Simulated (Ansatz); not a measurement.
Hf under changes of volume

One of the cells (21.882 Å³/atom); the others are scaled copies at fixed shape and fractional positions:

```xyz
1
Lattice="0.0000 2.2200 2.2200 2.2200 0.0000 2.2200 2.2200 2.2200 0.0000" Properties=species:S:1:pos:R:3 pbc="T T T"
Hf    0.0000    0.0000    0.0000
```

This isn't the form of Hf at room conditions, which is hcp.

| Quantity | Value |
| --- | --- |
| Program | Ansatz 0.2.0 |
| Functional | r2SCAN |
| Potentials or basis | Ansatz PAW |
| Cutoff | 500 eV (not typed: the program's choice for these potentials) |
| k mesh | 10 × 10 × 10 |
| Occupations | fermi-dirac, width 0.05 eV |
| Spin | no spin polarisation |

```tsv
volume (Å³/atom)	energy over the lowest point (meV/atom)	pressure (GPa)
20.569	?	?
21.007	29.13	7.2
21.444	13.24	4.8
21.882	3.77	2.5
22.320	0.00	0.5
22.757	1.35	-1.4
23.195	7.48	-3.1
```

What does the run at 20.569 Å³/atom give?

Energy over the lowest point 52.21 meV/atom; pressure 10.0 GPa.

Worked out: A Birch-Murnaghan fit of order 3 (a polynomial in V^(-2/3)) to the other rows has its minimum at 22.41 Å³/atom with B0 = V·E''(V) = 95 GPa and B' = 4.3. It gives 52.08 meV/atom at 20.569 Å³/atom, against the run's 52.21, and -dE/dV = 9.8 GPa, against 10.0.

Energies are extrapolated to zero smearing.

Caveats: the PAW data sets come from PBE, with cores solved anew for the run's functional, which leaves a small shift of forces and pressure.
